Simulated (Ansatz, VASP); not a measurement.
ZrSi6: VASP beside Ansatz

File INCAR:

```
SYSTEM = ZrSi6
  ALGO = Normal
  EDIFF = 1E-7
  ENCUT = 520
  GGA = PE
  ISIF = 2
  ISMEAR = 0
  LASPH = .TRUE.
  LCHARG = .FALSE.
  LREAL = .FALSE.
  LWAVE = .FALSE.
  NBANDS = 27
  NELM = 100
  PREC = Accurate
  SIGMA = 0.1
```

KPOINTS

```
k-points
0
G
  8 8 8
  0 0 0
```

Contents of POSCAR:

```
ZrSi6
1.0
    5.7122531809      0.0000000000      0.0000000000
    0.0000000000      5.7122531809      0.0000000000
    0.0000000000      0.0000000000      5.7122531809
Zr Si
1 6
Direct
    0.0000000000      0.0000000000      0.0000000000
    0.1985087640      0.5000000000      0.5000000000
    0.5000000000      0.1985087640      0.5000000000
    0.8014912360      0.5000000000      0.5000000000
    0.5000000000      0.8014912360      0.5000000000
    0.5000000000      0.5000000000      0.1985087640
    0.5000000000      0.5000000000      0.8014912360
```

Input for Ansatz:

```yaml
crystal:
  lattice:
    - [5.7122531809, 0.0, 0.0]
    - [0.0, 5.7122531809, 0.0]
    - [0.0, 0.0, 5.7122531809]
  atoms:
    - { symbol: Zr, position: [0.0, 0.0, 0.0] }
    - { symbol: Si, position: [0.198508764, 0.5, 0.5] }
    - { symbol: Si, position: [0.5, 0.198508764, 0.5] }
    - { symbol: Si, position: [0.801491236, 0.5, 0.5] }
    - { symbol: Si, position: [0.5, 0.801491236, 0.5] }
    - { symbol: Si, position: [0.5, 0.5, 0.198508764] }
    - { symbol: Si, position: [0.5, 0.5, 0.801491236] }
basis:
  ecutwfc: 420
kpoints:
  mp_grid: { grid: [8, 8, 8] }
  band_path:
    path:
      - [[0.0, 0.0, 0.0], [0.0, 0.5, 0.0], [0.5, 0.5, 0.0], [0.0, 0.0, 0.0], [0.5, 0.5, 0.5], [0.0, 0.5, 0.0]]
      - [[0.5, 0.5, 0.5], [0.5, 0.5, 0.0]]
    npoints: 14
hamiltonian:
  xc: pbe
scf:
  occupations: { method: gaussian, width: 0.1 }
  n_extra_bands: 17
output:
  forces: true
  stress: true
  eigenvalues: true
  populations: true
  dos: { projected: true, de: 0.02, nscf_kmesh: { grid: [10, 10, 10] } }
  bader: true
  write_density: true
  write_potential: true
  elf: true
  volumetric_format: npy
```

The cell was built by a generator and needn't be a form met in nature.

Alike in both runs: task single point; functional PBE; k mesh 8 × 8 × 8; occupations gaussian, width 0.1 eV; no spin polarisation.

```csv
,VASP,Ansatz
version,VASP 6.6.1,Ansatz 0.2.0
potentials or method,"VASP PAW PBE potentials, release 64 (Zr_sv, Si)","scalar-relativistic, plane waves, PAW"
plane-wave cutoff (eV),520,420
valence electrons in the cell,36,36
```

|  | VASP | Ansatz | Ansatz less VASP |
| --- | --- | --- | --- |
| gap on the k mesh at the Fermi level (eV) | none | none | - |
| pressure (GPa) | -0.1 | 0.0 | +0.07 |

A gap of «none» marks a metal or a gap that the smearing closes. With one functional, cell and mesh, what is left measures potentials, basis and numerics.
